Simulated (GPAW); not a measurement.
Input of a GPAW 26.7.0 run:

run.py

```python
from ase.calculators.mixing import SumCalculator
from ase.eos import EquationOfState
from ase.io import Trajectory, read
from ase.units import GPa
from dftd4.ase import DFTD4
from gpaw import GPAW, PW, setup_paths

setup_paths.insert(0, '.')

atoms = read('POSCAR')

traj = Trajectory('eos.traj', 'w')
volumes, energies = [], []
for x in [0.94, 0.96, 0.98, 1.0, 1.02, 1.04, 1.06]:
    a = atoms.copy()
    a.set_cell(atoms.cell * x**(1 / 3), scale_atoms=True)
    calc = GPAW(mode=PW(600),
                xc='PBEsol',
                kpts={'size': (6, 6, 6), 'gamma': True},
                occupations={'name': 'fermi-dirac', 'width': 0.05},
                nbands=18,
                convergence={'density': 1e-05, 'energy': 1e-05},
                maxiter=150,
                txt=f'eos-{x:.2f}.txt')
    a.calc = SumCalculator([calc, DFTD4(method='pbesol')])
    energies.append(a.get_potential_energy())
    volumes.append(a.get_volume())
    p = -a.get_stress()[:3].mean() / GPa
    calc.write(f'eos-{x:.2f}.gpw')
    traj.write(a)
    print(f'{x:.2f} {volumes[-1]:10.4f} A^3 {energies[-1]:14.6f} eV {p:9.3f} GPa', flush=True)

v0, e0, B = EquationOfState(volumes, energies, eos='birchmurnaghan').fit()
print(f'V0 = {v0:.4f} A^3, E0 = {e0:.6f} eV, B0 = {B / GPa:.2f} GPa')
```

POSCAR

```
CdS
1.0
    0.0000000000      2.9165000000      2.9165000000
    2.9165000000      0.0000000000      2.9165000000
    2.9165000000      2.9165000000      0.0000000000
Cd S
1 1
Direct
    0.0000000000      0.0000000000      0.0000000000
    0.7500000000      0.7500000000      0.7500000000
```

Potentials or basis: PAW data sets generated in the run's folder for this functional, pw.

Run with:

```console
$ gpaw-setup -f PBEsol Cd S
$ OMP_NUM_THREADS=1 python run.py
```

(1) What does it give for the pressure derivative of the bulk modulus?

(2) Estimate the bulk modulus.

Results:

(1) 4.6.

(2) 65 GPa.
